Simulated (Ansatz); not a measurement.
# CdS: one contact scaled

The task here is to estimate one member of a computed series from the others.

Method: DFT, PBEsol, PAW with Ansatz's default frozen-core files, scalar-relativistic, in Ansatz 0.2.0.

1 further run of the same task is left out (it didn't finish).

## The structure to begin with

It takes space group F-43m (No. 216, cubic). Conventional cell: a = 5.833 Å, b = 5.833 Å, c = 5.833 Å, α = 90.00°, β = 90.00°, γ = 90.00°. Cd (site symmetry -43m) is surrounded by 4 S at 2.53 Å. S (site symmetry -43m) is surrounded by 4 Cd at 2.53 Å.

As a file:

```cif
data_structure
_symmetry_space_group_name_H-M 'F-43m'
_symmetry_Int_Tables_number 216
_cell_length_a 5.8330
_cell_length_b 5.8330
_cell_length_c 5.8330
_cell_angle_alpha 90.000
_cell_angle_beta 90.000
_cell_angle_gamma 90.000
_cell_volume 198.46
loop_
_atom_site_label
_atom_site_type_symbol
_atom_site_symmetry_multiplicity
_atom_site_Wyckoff_symbol
_atom_site_fract_x
_atom_site_fract_y
_atom_site_fract_z
_atom_site_occupancy
Cd1 Cd 4 a 0.00000 0.00000 0.00000 1
S1 S 4 d 0.25000 0.25000 0.75000 1
```

The file gives the conventional cell by its symmetry; the runs use the cell typed in the input.

Atoms are numbered in the order of the input: Cd1, S2.

Set-up of the first run:

Contents of input.yaml:

```yaml
crystal:
  lattice:
    - [0.0, 2.9165, 2.9165]
    - [2.9165, 0.0, 2.9165]
    - [2.9165, 2.9165, 0.0]
  atoms:
    - { symbol: Cd, position: [0.0, 0.0, 0.0] }
    - { symbol: S, position: [0.25, 0.25, 0.25] }
kpoints:
  mp_grid: { grid: [7, 7, 7] }
scf:
  occupations: { method: fermi_dirac, width: 0.03 }
hamiltonian:
  xc: pbesol
  pseudopotentials: { kind: paw }
output:
  forces: true
  stress: true
  eigenvalues: true
  efg: { contact_densities: true }
  populations: true
```

Run with:

```
$ ansatz run input.yaml --threads 1 --pin off --max-ram 2048MiB --backend cpu --events-out ev --progress --plain --runs-dir out
```

Among the steps run: Shortest bond scaled by 1, PAW; Shortest bond scaled by 1.1, PAW; Shortest bond scaled by 0.88, PAW; Shortest bond scaled by 0.82, PAW; Shortest bond scaled by 0.58, PAW; Shortest bond scaled by 0.58, PAW (partial_waves polarizable).

One of the session's tables, all rows but one given; the rest of the session is left out.

| method | length (Å) | F from the given length (eV/cell) | force along the bond (eV/Å) | pressure (GPa) | gap on the k mesh (eV) | largest force (eV/Å) |
| --- | --- | --- | --- | --- | --- | --- |
| PAW | 1.465 | 17.895 | 71.288 | 108.01 | 1.18 | 71.288 |
| PAW | 2.071 | 1.045 | 6.378 | 8.79 | 1.07 | 6.378 |
| PAW | 2.223 | 0.361 | 2.969 | 3.04 | 1.03 | 2.969 |
| PAW | 2.526 | ? | ? | ? | ? | ? |
| PAW | 2.778 | 0.107 | -0.685 | 0.78 | 1.09 | 0.685 |
| PAW (partial_waves polarizable) | 1.465 | – | 70.996 | 107.57 | 1.18 | 70.996 |

Q: Estimate the row for PAW, 2.526 from the others.

The run gave: F from the given length (eV/cell): 0.000; force along the bond (eV/Å): 0.000; pressure (GPa): -0.27; gap on the k mesh (eV): 1.00; largest force (eV/Å): 0.000.

Caveats from the session: Warnings in the runs' records: gradients without spin orbit.
